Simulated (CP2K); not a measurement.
NaCl under changes of volume

One of the cells (21.478 Å³/atom); the others are scaled copies at fixed shape and fractional positions:

```xyz
2
Lattice="3.5022 0.0000 0.0000 0.0000 3.5022 0.0000 0.0000 0.0000 3.5022" Properties=species:S:1:pos:R:3 pbc="T T T"
Cl    1.7511    1.7511    1.7511
Na    0.0000    0.0000    0.0000
```

Measurements of this composition are mostly on another form, of space group No. 225.

| Property | Result |
| --- | --- |
| Program | CP2K 2026.2 |
| Functional | LDA |
| Potentials or basis | GTH_POTENTIALS Cl GTH-PADE-q7, Na GTH-PADE-q9; TZVP-MOLOPT-PBE-GTH basis |
| Density cutoff | 18368 eV |
| k mesh | 8 × 8 × 8 |
| Occupations | fermi-dirac, width 0.05 eV |
| Spin | no spin polarisation |

```tsv
volume (Å³/atom)	energy over the lowest point (meV/atom)	pressure (GPa)	gap on the mesh (eV)
20.189	0.00	-1.3	3.76
20.619	4.42	-1.9	3.69
21.048	10.09	-2.4	3.62
21.478	?	?	?
21.907	25.04	-3.2	3.50
22.337	34.05	-3.5	3.44
22.766	43.92	-3.8	3.38
```

Problem. What does the run at 21.478 Å³/atom give?

Solution. Energy over the lowest point 17.00 meV/atom; pressure -2.8 GPa; gap on the mesh 3.56 eV.

Worked out: A Birch-Murnaghan fit of order 3 (a polynomial in V^(-2/3)) to the other rows has no minimum within the range. It gives 17.04 meV/atom at 21.478 Å³/atom, against the run's 17.00, and -dE/dV = -2.8 GPa, against -2.8. A straight line through the other rows of the gap, of slope -3.14 eV per unit of ln V, gives 3.56 eV, against the run's 3.56.

Energies are extrapolated to zero smearing.

Caveats: the basis of atomic orbitals isn't converged, which shifts pressures, moduli and gaps.

A mesh can miss the band edges.
